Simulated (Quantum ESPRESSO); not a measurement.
# Al2Pt (Fm-3m) in Quantum ESPRESSO: a series of runs, part 2 of 2

Quantum ESPRESSO 7.5.

### 4 Single point, PBEsol, 16.86 Å³/atom

File pw.in:

```
&CONTROL
  calculation = 'scf'
  prefix = 'pwscf'
  outdir = './tmp'
  pseudo_dir = './pseudo'
  tprnfor = .true.
  tstress = .true.
  disk_io = 'nowf'
/
&SYSTEM
  ibrav = 0
  nat = 3
  ntyp = 2
  ecutwfc = 45
  ecutrho = 360
  nbnd = 18
  occupations = 'smearing'
  smearing = 'fd'
  degauss = 0.00367493
/
&ELECTRONS
  conv_thr = 6d-10
  electron_maxstep = 120
  mixing_beta = 0.5
/
ATOMIC_SPECIES
Pt   195.0840 pt_pbesol_v1.4.uspp.F.UPF
Al    26.9815 al_pbesol_v1.uspp.F.UPF
CELL_PARAMETERS angstrom
   0.0000000000    2.9351671877    2.9351671877
   2.9351671877    0.0000000000    2.9351671877
   2.9351671877    2.9351671877    0.0000000000
ATOMIC_POSITIONS crystal
Pt     0.0000000000    0.0000000000    0.0000000000
Al     0.7500000000    0.7500000000    0.7500000000
Al     0.2500000000    0.2500000000    0.2500000000
K_POINTS automatic
8 8 8 0 0 0
```

The run is started by

```sh
OMP_NUM_THREADS=1 mpirun -n 2 pw.x -nk 2 -in pw.in > pw.out
```

Run time: 14 s. Hardware: 2 MPI ranks of Arm Neoverse V1, shared host; peak memory 0.28 GiB.

The run converged. Its results:

```yaml
Free_energy: -3048.6407 eV
Pressure: 1.6 GPa
Band_gap_on_the_k_mesh: none (metal or under the smearing width)
```

### 5 Single point, PBEsol, 17.20 Å³/atom

Edit pw.in of step 4 so:

```diff
@@ -29,5 +29,5 @@
 CELL_PARAMETERS angstrom
-   0.0000000000    2.9351671877    2.9351671877
-   2.9351671877    0.0000000000    2.9351671877
-   2.9351671877    2.9351671877    0.0000000000
+   0.0000000000    2.9550000000    2.9550000000
+   2.9550000000    0.0000000000    2.9550000000
+   2.9550000000    2.9550000000    0.0000000000
 ATOMIC_POSITIONS crystal
```

The run is started by

```sh
OMP_NUM_THREADS=1 mpirun -n 2 pw.x -nk 2 -in pw.in > pw.out
```

It took 14 s on 2 MPI ranks of Arm Neoverse V1, shared host; peak memory 0.28 GiB.

It converged, with:

- Free energy: -3048.6430 eV
- Pressure: -1.2 GPa
- Band gap on the k mesh: none (metal or under the smearing width)

### 6 Single point, PBEsol, 17.55 Å³/atom

Edit pw.in of step 5 so:

```diff
@@ -29,5 +29,5 @@
 CELL_PARAMETERS angstrom
-   0.0000000000    2.9550000000    2.9550000000
-   2.9550000000    0.0000000000    2.9550000000
-   2.9550000000    2.9550000000    0.0000000000
+   0.0000000000    2.9745701068    2.9745701068
+   2.9745701068    0.0000000000    2.9745701068
+   2.9745701068    2.9745701068    0.0000000000
 ATOMIC_POSITIONS crystal
```

Potentials or basis: GBRV 1.5 PBEsol.

The run is started by

```sh
OMP_NUM_THREADS=1 mpirun -n 2 pw.x -nk 2 -in pw.in > pw.out
```

It took 14 s on 2 MPI ranks of Arm Neoverse V1, shared host; peak memory 0.28 GiB.

The run converged. Its results:

```
Free energy            : -3048.6277 eV
Pressure               : -3.8 GPa
Band gap on the k mesh : none (metal or under the smearing width)
```

### 7 Single point, PBEsol, 17.89 Å³/atom

Edit pw.in of step 6 so:

```diff
@@ -29,5 +29,5 @@
 CELL_PARAMETERS angstrom
-   0.0000000000    2.9745701068    2.9745701068
-   2.9745701068    0.0000000000    2.9745701068
-   2.9745701068    2.9745701068    0.0000000000
+   0.0000000000    2.9938860383    2.9938860383
+   2.9938860383    0.0000000000    2.9938860383
+   2.9938860383    2.9938860383    0.0000000000
 ATOMIC_POSITIONS crystal
```

The run is started by

```sh
OMP_NUM_THREADS=1 mpirun -n 2 pw.x -nk 2 -in pw.in > pw.out
```

Wall time 14 s (2 MPI ranks of Arm Neoverse V1, shared host); peak memory 0.28 GiB.

Results (log left out):

| Item | Value |
| --- | --- |
| Free energy | -3048.5971 eV |
| Pressure | -6.0 GPa |
| Band gap on the k mesh | none (metal or under the smearing width) |

### 8 Single point, PBEsol, 18.23 Å³/atom

Edit pw.in of step 7 so:

```diff
@@ -29,5 +29,5 @@
 CELL_PARAMETERS angstrom
-   0.0000000000    2.9938860383    2.9938860383
-   2.9938860383    0.0000000000    2.9938860383
-   2.9938860383    2.9938860383    0.0000000000
+   0.0000000000    3.0129558903    3.0129558903
+   3.0129558903    0.0000000000    3.0129558903
+   3.0129558903    3.0129558903    0.0000000000
 ATOMIC_POSITIONS crystal
```

The run is started by

```sh
OMP_NUM_THREADS=1 mpirun -n 2 pw.x -nk 2 -in pw.in > pw.out
```

It took 14 s on 2 MPI ranks of Arm Neoverse V1, shared host; peak memory 0.3 GiB.

The run converged. Its results:

* Free energy: -3048.5525 eV
* Pressure: -8.1 GPa
* Band gap on the k mesh: none (metal or under the smearing width)

### 9 Equation of state, PBEsol

Potentials or basis: GBRV 1.5 PBEsol.

No new run: the results of the series are fitted here.

What came out:

- Equilibrium volume: 17.07 Å³/atom
- Bulk modulus: 139 GPa
- Pressure derivative of the bulk modulus: 4.4

Energy against volume, from the lowest point:
| volume (Å³/atom) | energy (meV/atom) |
| --- | --- |
| 16.170 | 22.18 |
| 16.514 | 7.86 |
| 16.858 | 0.74 |
| 17.202 | 0.00 |
| 17.546 | 5.08 |
| 17.890 | 15.29 |
| 18.234 | 30.15 |

Spin-orbit coupling is left out, which matters for the levels of Pt.

### 10 Single point, PBE, 16.17 Å³/atom

Edit pw.in of step 8 so:

```diff
@@ -13,4 +13,4 @@
   ntyp = 2
-  ecutwfc = 45
-  ecutrho = 360
+  ecutwfc = 55
+  ecutrho = 440
   nbnd = 18
@@ -26,8 +26,8 @@
 ATOMIC_SPECIES
-Pt   195.0840 pt_pbesol_v1.4.uspp.F.UPF
-Al    26.9815 al_pbesol_v1.uspp.F.UPF
+Pt   195.0840 pt_pbe_v1.4.uspp.F.UPF
+Al    26.9815 Al.pbe-n-kjpaw_psl.1.0.0.UPF
 CELL_PARAMETERS angstrom
-   0.0000000000    3.0129558903    3.0129558903
-   3.0129558903    0.0000000000    3.0129558903
-   3.0129558903    3.0129558903    0.0000000000
+   0.0000000000    2.8946769513    2.8946769513
+   2.8946769513    0.0000000000    2.8946769513
+   2.8946769513    2.8946769513    0.0000000000
 ATOMIC_POSITIONS crystal
```

Potentials or basis: SSSP 1.3 efficiency PBE.

The run is started by

```sh
OMP_NUM_THREADS=1 mpirun -n 2 pw.x -nk 2 -in pw.in > pw.out
```

Run time: 24 s. Hardware: 2 MPI ranks of Arm Neoverse V1, shared host; peak memory 0.32 GiB.

Results (log left out):

```yaml
Free_energy: -3944.0790 eV
Pressure: 12.3 GPa
Band_gap_on_the_k_mesh: none (metal or under the smearing width)
```

### 11 Single point, PBE, 16.51 Å³/atom

Edit pw.in of step 10 so:

```diff
@@ -29,5 +29,5 @@
 CELL_PARAMETERS angstrom
-   0.0000000000    2.8946769513    2.8946769513
-   2.8946769513    0.0000000000    2.8946769513
-   2.8946769513    2.8946769513    0.0000000000
+   0.0000000000    2.9150626719    2.9150626719
+   2.9150626719    0.0000000000    2.9150626719
+   2.9150626719    2.9150626719    0.0000000000
 ATOMIC_POSITIONS crystal
```

The run is started by

```sh
OMP_NUM_THREADS=1 mpirun -n 2 pw.x -nk 2 -in pw.in > pw.out
```

Run time: 23 s. Hardware: 2 MPI ranks of Arm Neoverse V1, shared host; peak memory 0.32 GiB.

Results (log left out):

```yaml
Free_energy: -3944.1465 eV
Pressure: 8.6 GPa
Band_gap_on_the_k_mesh: none (metal or under the smearing width)
```

### 12 Single point, PBE, 16.86 Å³/atom

Edit pw.in of step 11 so:

```diff
@@ -29,5 +29,5 @@
 CELL_PARAMETERS angstrom
-   0.0000000000    2.9150626719    2.9150626719
-   2.9150626719    0.0000000000    2.9150626719
-   2.9150626719    2.9150626719    0.0000000000
+   0.0000000000    2.9351671877    2.9351671877
+   2.9351671877    0.0000000000    2.9351671877
+   2.9351671877    2.9351671877    0.0000000000
 ATOMIC_POSITIONS crystal
```

Potentials or basis: SSSP 1.3 efficiency PBE.

The run is started by

```sh
OMP_NUM_THREADS=1 mpirun -n 2 pw.x -nk 2 -in pw.in > pw.out
```

Wall time 24 s (2 MPI ranks of Arm Neoverse V1, shared host); peak memory 0.32 GiB.

The run converged. Its results:

| Property | Result |
| --- | --- |
| Free energy | -3944.1917 eV |
| Pressure | 5.3 GPa |
| Band gap on the k mesh | none (metal or under the smearing width) |

### 13 Single point, PBE, 17.20 Å³/atom

Edit pw.in of step 12 so:

```diff
@@ -29,5 +29,5 @@
 CELL_PARAMETERS angstrom
-   0.0000000000    2.9351671877    2.9351671877
-   2.9351671877    0.0000000000    2.9351671877
-   2.9351671877    2.9351671877    0.0000000000
+   0.0000000000    2.9550000000    2.9550000000
+   2.9550000000    0.0000000000    2.9550000000
+   2.9550000000    2.9550000000    0.0000000000
 ATOMIC_POSITIONS crystal
```

The run is started by

```sh
OMP_NUM_THREADS=1 mpirun -n 2 pw.x -nk 2 -in pw.in > pw.out
```

It took 25 s on 2 MPI ranks of Arm Neoverse V1, shared host; peak memory 0.32 GiB.

It converged, with:

```
Free energy            : -3944.2166 eV
Pressure               : 2.4 GPa
Band gap on the k mesh : none (metal or under the smearing width)
```

### 14 Single point, PBE, 17.55 Å³/atom

Edit pw.in of step 13 so:

```diff
@@ -29,5 +29,5 @@
 CELL_PARAMETERS angstrom
-   0.0000000000    2.9550000000    2.9550000000
-   2.9550000000    0.0000000000    2.9550000000
-   2.9550000000    2.9550000000    0.0000000000
+   0.0000000000    2.9745701068    2.9745701068
+   2.9745701068    0.0000000000    2.9745701068
+   2.9745701068    2.9745701068    0.0000000000
 ATOMIC_POSITIONS crystal
```

The run is started by

```sh
OMP_NUM_THREADS=1 mpirun -n 2 pw.x -nk 2 -in pw.in > pw.out
```

Wall time 25 s (2 MPI ranks of Arm Neoverse V1, shared host); peak memory 0.32 GiB.

Results (log left out):

```yaml
Free_energy: -3944.2235 eV
Pressure: -0.3 GPa
Band_gap_on_the_k_mesh: none (metal or under the smearing width)
```

### 15 Single point, PBE, 17.89 Å³/atom

Edit pw.in of step 14 so:

```diff
@@ -29,5 +29,5 @@
 CELL_PARAMETERS angstrom
-   0.0000000000    2.9745701068    2.9745701068
-   2.9745701068    0.0000000000    2.9745701068
-   2.9745701068    2.9745701068    0.0000000000
+   0.0000000000    2.9938860383    2.9938860383
+   2.9938860383    0.0000000000    2.9938860383
+   2.9938860383    2.9938860383    0.0000000000
 ATOMIC_POSITIONS crystal
```

Potentials or basis: SSSP 1.3 efficiency PBE.

The run is started by

```sh
OMP_NUM_THREADS=1 mpirun -n 2 pw.x -nk 2 -in pw.in > pw.out
```

Wall time 25 s (2 MPI ranks of Arm Neoverse V1, shared host); peak memory 0.34 GiB.

It converged, with:

```
Free energy            : -3944.2141 eV
Pressure               : -2.7 GPa
Band gap on the k mesh : none (metal or under the smearing width)
```

### 16 Single point, PBE, 18.23 Å³/atom

Edit pw.in of step 15 so:

```diff
@@ -29,5 +29,5 @@
 CELL_PARAMETERS angstrom
-   0.0000000000    2.9938860383    2.9938860383
-   2.9938860383    0.0000000000    2.9938860383
-   2.9938860383    2.9938860383    0.0000000000
+   0.0000000000    3.0129558903    3.0129558903
+   3.0129558903    0.0000000000    3.0129558903
+   3.0129558903    3.0129558903    0.0000000000
 ATOMIC_POSITIONS crystal
```

The run is started by

```sh
OMP_NUM_THREADS=1 mpirun -n 2 pw.x -nk 2 -in pw.in > pw.out
```

It took 25 s on 2 MPI ranks of Arm Neoverse V1, shared host; peak memory 0.34 GiB.

It converged, with:

```yaml
Free_energy: -3944.1901 eV
Pressure: -4.8 GPa
Band_gap_on_the_k_mesh: none (metal or under the smearing width)
```

### 17 Equation of state, PBE

Potentials or basis: SSSP 1.3 efficiency PBE.

No new run: the results of the series are fitted here.

What came out:

| Quantity | Value |
| --- | --- |
| Equilibrium volume | 17.51 Å³/atom |
| Bulk modulus | 130 GPa |
| Pressure derivative of the bulk modulus | 4.5 |

Energy against volume, from the lowest point:
| volume (Å³/atom) | energy (meV/atom) |
| --- | --- |
| 16.170 | 48.16 |
| 16.514 | 25.64 |
| 16.858 | 10.60 |
| 17.202 | 2.28 |
| 17.546 | 0.00 |
| 17.890 | 3.13 |
| 18.234 | 11.13 |

Spin-orbit coupling is left out, which matters for the levels of Pt. Zero-point motion and thermal expansion aren't in these numbers.
